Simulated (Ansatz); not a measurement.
WC (Qusongite):

```
W C
1.0
     2.90650    0.00000    0.00000
    -1.45325    2.51710    0.00000
     0.00000    0.00000    2.83660
W C
1 1
Direct
  0.00000 0.00000 0.00000
  0.66667 0.33333 0.50000
```

| Quantity | Value |
| --- | --- |
| Program | Ansatz 0.2.0 |
| Task | relaxation of cell and atoms |
| Functional | RPBE |
| Dispersion | D3(BJ) |
| Potentials or basis | Ansatz PAW |
| Cutoff | 420 eV (not typed: the program's choice for these potentials) |
| k mesh | 10 × 10 × 9 |
| Occupations | fermi-dirac, width 0.05 eV |
| Spin | no spin polarisation |

At the start: volume 10.38 Å³/atom.

Task: Where does the relaxation end?

Result: It ends after 8 steps and the volume is 9.58 Å³/atom (-7.7 %); space group P-6m2 (No. 187, to 0.05 Å).

Step by step:
| step | energy change (eV) | largest force (eV/Å) | volume (Å³) |
| --- | --- | --- | --- |
| 1 | 0.0000 | 0.0000 | 20.75 |
| 2 | -0.1080 | 0.0000 | 18.40 |
| 3 | -0.1716 | 0.0000 | 19.23 |
| 4 | -0.1750 | 0.0000 | 19.18 |
| 5 | -0.1750 | 0.0000 | 19.16 |
| 6 | -0.1726 | 0.0000 | 19.16 |
| 7 | -0.1726 | 0.0000 | 19.16 |
| 8 | -0.1726 | 0.0000 | 19.16 |

Final structure:
```xyz
2
Lattice="2.8255 0.0000 0.0000 -1.4127 2.4469 0.0000 0.0000 0.0000 2.7710" Properties=species:S:1:pos:R:3 pbc="T T T"
W     0.0000    0.0000    0.0000
C     1.4127    0.8156    1.3855
```

Caveat: the plane-wave basis is chosen anew once the cell has moved, so the energies of steps on either side of that aren't comparable; the pressure holds a Pulay correction of +0.3 GPa for the finite cutoff; pairwise dispersion overbinds metals, which lowers pressure and volume; the PAW data sets come from PBE, with cores solved anew for the run's functional, which leaves a small shift of forces and pressure.
